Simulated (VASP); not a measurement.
A run of VASP 6.6.1 is set up as follows.

Contents of POSCAR:

```
Cr
1.0
    2.7139987200      0.0000000000      0.0000000000
   -1.3569993600      2.3503918400      0.0000000000
    0.0000000000      0.0000000000      4.4100000000
Cr
2
Direct
    0.3333333300      0.6666666700      0.2500000000
    0.6666666700      0.3333333300      0.7500000000
```

INCAR.step1

```
PREC = Accurate ; ENCUT = 520
ISMEAR = -1 ; SIGMA = 0.1
LREAL = False ; LASPH = True
NELM = 150 ; ISPIN = 2
MAGMOM = 1.925 1.925 ; NUPDOWN = 3.85
LMAXMIX = 4 ; NBANDS = 23
GGA = PE ; ALGO = Normal
EDIFF = 1E-4 ; LWAVE = True
LCHARG = False
```

File INCAR.step2:

```
PREC = Accurate ; ENCUT = 520
EDIFF = 1E-7 ; ISMEAR = -1
SIGMA = 0.1 ; LREAL = False
LASPH = True ; NELM = 150
ALGO = Normal ; ISIF = 2
LWAVE = False ; LCHARG = False
ISPIN = 2 ; MAGMOM = 1.925 1.925
LORBIT = 11 ; NUPDOWN = 3.85
LMAXMIX = 4 ; METAGGA = R2SCAN
LMIXTAU = True ; NBANDS = 23
ISTART = 1
```

File KPOINTS:

```
regular mesh
0
Gamma
  10 10 6
```

Potentials or basis: VASP PAW PBE potentials, release 64 (Cr_pv).

Launch:

```sh
$ cat potpaw_PBE.64/Cr_pv/POTCAR > POTCAR
$ cp INCAR.step1 INCAR
$ mpirun -np 1 vasp_std > vasp.out
$ cp INCAR.step2 INCAR
$ mpirun -np 1 vasp_std > vasp.out
```

(1) Predict the pressure.

Answers

(1) -17.2 GPa.

Caveat: the PAW data sets were made with another functional, which shifts forces and pressure a little; the total moment is fixed, so each spin has its own Fermi level.
